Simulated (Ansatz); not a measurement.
# Ta16Si: the cost of one run

Computed with Ansatz 0.2.0 (DFT PBE, scalar-relativistic, plane waves, PAW, unless a step's input says otherwise).

7 further runs of the same task are left out: 7 set aside as unsound or not needed.

### Step 1. The structure to begin with

Symmetry: Pmm2, No. 25, orthorhombic system. Conventional cell: a = 6.638 Å, b = 6.638 Å, c = 20.300 Å, α = 90.00°, β = 90.00°, γ = 90.00°. Ta (site symmetry m) is surrounded by 4 Ta at 2.87 Å. Around Ta (site symmetry m) lie 9 Ta at 2.87 to 3.14 Å. Around Ta (site symmetry m) lie 8 Ta at 2.78 to 2.87 Å. Around Ta (site symmetry m) lie 1 Si at 2.48 Å and 4 Ta at 2.78 Å. Around Ta (site symmetry m) lie 5 Ta at 2.78 to 3.14 Å. Only part of the 9 independent sites is listed.

Structure file:

```cif
data_structure
_symmetry_space_group_name_H-M 'P 1'
_symmetry_Int_Tables_number 1
_cell_length_a 6.6379
_cell_length_b 6.6379
_cell_length_c 20.2997
_cell_angle_alpha 90.000
_cell_angle_beta 90.000
_cell_angle_gamma 90.000
_cell_volume 894.45
loop_
_atom_site_label
_atom_site_type_symbol
_atom_site_fract_x
_atom_site_fract_y
_atom_site_fract_z
_atom_site_occupancy
Ta1 Ta 0.25000 0.25000 0.19705 1
Ta2 Ta 0.25000 0.75000 0.19705 1
Ta3 Ta 0.75000 0.25000 0.19705 1
Ta4 Ta 0.75000 0.75000 0.19705 1
Ta5 Ta 0.00000 0.00000 0.27880 1
Ta6 Ta 0.00000 0.50000 0.27880 1
Ta7 Ta 0.50000 0.00000 0.27880 1
Ta8 Ta 0.50000 0.50000 0.27880 1
Ta9 Ta 0.25000 0.25000 0.35991 1
Ta10 Ta 0.25000 0.75000 0.35991 1
Ta11 Ta 0.75000 0.25000 0.35991 1
Ta12 Ta 0.75000 0.75000 0.35991 1
Ta13 Ta 0.00000 0.00000 0.43349 1
Ta14 Ta 0.00000 0.50000 0.43349 1
Ta15 Ta 0.50000 0.00000 0.43349 1
Ta16 Ta 0.50000 0.50000 0.43349 1
Si1 Si 0.00000 0.25000 0.52435 1
```

This is the geometry of the first run shown, built on a cell relaxed beforehand with the same method.

### Step 2. The scan

Atoms count from 1 in the order of the input.

Si is moved over the surface cell; relaxed at each place: the height of the adsorbate's atoms; substrate rigid; the origin of the map has the adsorbate above Ta13.

The axes are (1) position of Si17 along the first surface vector, from above Ta13: 8 values from 0.000 to 0.875, periodic; (2) position of Si17 along the second surface vector, from above Ta13: 8 values from 0.000 to 0.875, periodic.

Relaxed at each point: the height of the adsorbate's atoms; substrate rigid. Points are written as (first, second).

The two vectors of the plane (Å): (3.319, 0.000, 0.000); (0.000, 3.319, 0.000).

### Step 3. Grid point (0/8, 4/8) of the map's two axes

Input file input.yaml:

```yaml
crystal:
  lattice:
    - [6.6379342675, 0.0, 0.0]
    - [0.0, 6.6379342675, 0.0]
    - [0.0, 0.0, 20.2996559605]
  atoms:
    - { symbol: Ta, position: [0.25, 0.25, 0.1970476745] }
    - { symbol: Ta, position: [0.25, 0.75, 0.1970476745] }
    - { symbol: Ta, position: [0.75, 0.25, 0.1970476745] }
    - { symbol: Ta, position: [0.75, 0.75, 0.1970476745] }
    - { symbol: Ta, position: [0.0, 0.0, 0.2787970189] }
    - { symbol: Ta, position: [0.0, 0.5, 0.2787970189] }
    - { symbol: Ta, position: [0.5, 0.0, 0.2787970189] }
    - { symbol: Ta, position: [0.5, 0.5, 0.2787970189] }
    - { symbol: Ta, position: [0.25, 0.25, 0.3599139072] }
    - { symbol: Ta, position: [0.25, 0.75, 0.3599139072] }
    - { symbol: Ta, position: [0.75, 0.25, 0.3599139072] }
    - { symbol: Ta, position: [0.75, 0.75, 0.3599139072] }
    - { symbol: Ta, position: [0.0, 0.0, 0.4334879358] }
    - { symbol: Ta, position: [0.0, 0.5, 0.4334879358] }
    - { symbol: Ta, position: [0.5, 0.0, 0.4334879358] }
    - { symbol: Ta, position: [0.5, 0.5, 0.4334879358] }
    - { symbol: Si, position: [0.0, 0.25, 0.5243509841] }
basis:
  ecutwfc: 420
kpoints:
  mp_grid: { grid: [4, 4, 1] }
hamiltonian:
  xc: pbe
  pseudopotentials: { kind: paw, azcp: { folder: soft_1 } }
scf:
  occupations: { method: gaussian, width: 0.1 }
output:
  forces: true
  eigenvalues: true
relax:
  adjacent_minimum: "off"
  f_tol: 0.025
  max_steps: 16
  constraints:
    - { sites: [0, 1, 2, 3, 4, 5, 6, 7, 8, 9, 10, 11, 12, 13, 14, 15] }
    - { sites: [16], fix: xy }
efield:
  axis: 3
  dipole_correction: true
  ramp_width: 0.04
```

On the command line:

```console
$ ansatz run input.yaml --threads 4 --pin off --max-ram 12288MiB --backend cpu --events-out ev --progress --plain --runs-dir out
```

Q: Estimate wall time and peak memory on 4 threads of Intel Xeon 6975P-C (Granite Rapids), shared host.

About 36 s, with a peak of 2.6 GiB.
